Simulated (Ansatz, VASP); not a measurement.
# Two plane-wave programs on Sn

```
Sn
1.0
    -1.70320    1.75155    2.30674
     1.70320   -1.75155    2.30674
     1.70320    1.75155   -2.30674
Sn
1
Direct
  0.00000 0.00000 0.00000
```

This isn't the form of Sn at room conditions, which is tetragonal (white tin).

Alike in both runs: task single point; functional PBEsol; k mesh 11 × 11 × 11; occupations fermi-dirac, width 0.05 eV; no spin polarisation.

|  | VASP | Ansatz |
| --- | --- | --- |
| version | VASP 6.6.1 | Ansatz 0.2.0 |
| potentials or method | VASP PAW PBE potentials, release 64 (Sn_d) | Ansatz PAW |
| plane-wave cutoff (eV) | 520 | 420 |
| valence electrons in the cell | 14 | 14 |

```tsv
	VASP	Ansatz	Ansatz less VASP
gap on the k mesh at the Fermi level (eV)	none	none	-
pressure (GPa)	-1.9	-1.8	+0.04
largest component of the traceless stress (GPa)	1.04	1.04	0.000
```

A gap of «none» marks a metal or a gap that the smearing closes.

Caveats: the PAW data sets were made with another functional, which shifts forces and pressure a little (VASP); the PAW data sets come from PBE, with cores solved anew for the run's functional, which leaves a small shift of forces and pressure (Ansatz).
